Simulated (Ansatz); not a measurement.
input.yaml

```yaml
crystal:
  lattice:
    - [0.0, 2.83175, 2.83175]
    - [2.83175, 0.0, 2.83175]
    - [2.83175, 2.83175, 0.0]
  atoms:
    - { symbol: Na, position: [-0.0158912333, 0.0158912333, 0.0158912333] }
    - { symbol: Cl, position: [0.5, 0.5, 0.5] }
basis:
  ecutwfc: 420
kpoints:
  mp_grid: { grid: [8, 8, 8] }
hamiltonian:
  xc: pbe
scf:
  occupations: { method: gaussian, width: 0.02 }
output:
  forces: true
  stress: true
  eigenvalues: true
  populations: true
```

Run as
```bash
ansatz run input.yaml --threads 1 --pin off --max-ram 1331MiB --backend cpu --events-out ev --progress --plain --runs-dir out
```

Computed with DFT PBE, scalar-relativistic, plane waves, PAW in Ansatz.

Abridged output:

```
Pseudopotentials: kind: paw
Pseudopotential: Na, paw, valence charge 9, recommended cutoff 420 eV (normal)
Pseudopotential: Cl, paw, valence charge 7, recommended cutoff 420 eV (normal)
Functional definition: PBE
Crystal: 2 atoms, lattice volume = 45.415 Å³
Basis set: ecut = 420 eV, 893 PW (Γ), exchange–correlation on 54×54×54 points (8 copies of the dense FFT grid, shifted against one another)
Bands: 12, of which v1, the nominal top of the filled ones, is band 8 counted from 1 (7 counted from 0)
Symmetry: 8 space group operations
Space group: I4mm (ITA 107), of the structure as read, at distance tolerance 3.6e-5 Å
k-points: 59 of 512 (time reversal used)
Initial density: superposition of atomic densities (neutral atoms: chi_scale 0, normalization atom), corrected by the library's trained network
Initial wavefunctions: pseudopotential atomic-orbital guess
Functional: x = pbe(κ = 0.804, μ = 0.21951497), c = pbe(β = 0.06672455)
SCF iter   1: F=—  HF=-2569.548858 eV  |F-HF|=—  |Δ(HF+E_count)|=         —  Δρ=9.18e-4  dr2=5.39e-4  ethr=1.77e-3  ⟨swp⟩=6.0  Hψ=4189  notcnv=0
SCF iter   2: F=—  HF=-2569.548955 eV  |F-HF|=—  |Δ(HF+E_count)|=   9.72e-5  Δρ=1.03e-3  dr2=7.33e-4  ethr=3.37e-6  ⟨swp⟩=2.0  Hψ=1703  notcnv=0
SCF iter   3: F=—  HF=-2569.548759 eV  |F-HF|=—  |Δ(HF+E_count)|=   1.96e-4  Δρ=5.10e-4  dr2=1.86e-4  ethr=3.37e-6  ⟨swp⟩=2.0  Hψ=819  notcnv=0
SCF iter   4: F=—  HF=-2569.548702 eV  |F-HF|=—  |Δ(HF+E_count)|=   5.63e-5  Δρ=1.89e-4  dr2=2.62e-5  ethr=1.16e-6  ⟨swp⟩=2.2  Hψ=846  notcnv=0
SCF iter   5: F=—  HF=-2569.548708 eV  |F-HF|=—  |Δ(HF+E_count)|=   5.67e-6  Δρ=4.39e-5  dr2=1.37e-6  ethr=1.63e-7  ⟨swp⟩=2.0  Hψ=912  notcnv=0
SCF iter   6: F=—  HF=-2569.548708 eV  |F-HF|=—  |Δ(HF+E_count)|=   2.80e-7  Δρ=2.33e-5  dr2=4.00e-7  ethr=8.57e-9  ⟨swp⟩=1.5  Hψ=827  notcnv=0
SCF iter   7: F=-2569.548708 eV  HF=-2569.548708 eV  |F-HF|=2.23e-8  |Δ(HF+E_count)|=   1.21e-7  Δρ=6.65e-6  dr2=3.03e-8  ethr=6.25e-10  ⟨swp⟩=2.9  Hψ=2441  notcnv=0
SCF 1 converged in 7 iterations: F = -2569.548708 eV  dr2 = 3.03e-8
SCF converged after 7 iterations
Free energy (F): -2569.548708 eV
Harris-Foulkes:  -2569.548708 eV  (|F-HF|=2.23e-8)
Internal energy: -2569.548708 eV  (E = F + TS)
E sigma→0 (E₀):  -2569.548708 eV
Fermi energy:    3.540049 eV
--- Per-component energies (eV) ---
  E_band       = -236.194364
  E_kinetic    = 282.997505
  E_local      = -1536.530857  (includes V_loc(G=0)·N_el)
  E_nonlocal   = 143.561936
  E_hartree    = 541.941015
  E_xc         = -147.048239
  E_vxc        = -173.325274  (∫ρ·V_xc dr)
  E_paw        = -922.540907  (= ΣΔE_a)
  E_vpaw       = -36.782786  (= ΣTr[D̂ρ^β])
  E_aug_tail   = 0.000065  (compensation charges beyond the density's cutoff)
  E_ewald      = -931.929225
  E_smearing   =  0.000000  (= −TS)
--- Forces (eV/Å), atoms counted from 1 ---
  atom   1  Na    -0.11973195     0.00000000     0.00000000
  atom   2  Cl     0.11974587     0.00000000     0.00000000
--- Stress (GPa, compression-positive) ---
        0.709920       0.000000       0.000000
        0.000000       0.402685       0.000000
        0.000000       0.000000       0.402685
  P = ⅓ Tr σ = 0.5051 GPa (5.051 kbar)
--- Band table (eV; the first three rows and the last of 59) ---
  k-point 0: bands = ["-47.9196", "-19.8308", "-19.8303", "-19.8303", "-11.6189", "1.0066", "1.0095", "1.0095", "6.0705", "12.0347", "12.0347", "12.0371"]
  k-point 1: bands = ["-47.9195", "-19.8346", "-19.8309", "-19.8306", "-11.5740", "0.6482", "0.9684", "0.9702", "6.5606", "11.5129", "12.2197", "12.2214"]
  k-point 2: bands = ["-47.9192", "-19.8444", "-19.8316", "-19.8313", "-11.4627", "-0.0637", "0.8765", "0.8783", "7.5333", "10.9531", "12.2922", "12.2976"]
  k-point 58: bands = ["-47.9186", "-19.8436", "-19.8436", "-19.8405", "-11.2344", "-0.1504", "-0.1504", "0.2737", "9.7428", "10.6519", "10.6519", "12.2876"]
--- Löwdin populations: 2 sites ---
  site symbol q [e]
     0     Na      8.2988
     1     Cl      7.6649
  spilling = 0.002270 (of n_electrons = 16.000000)
```

The calculation finished and met its thresholds.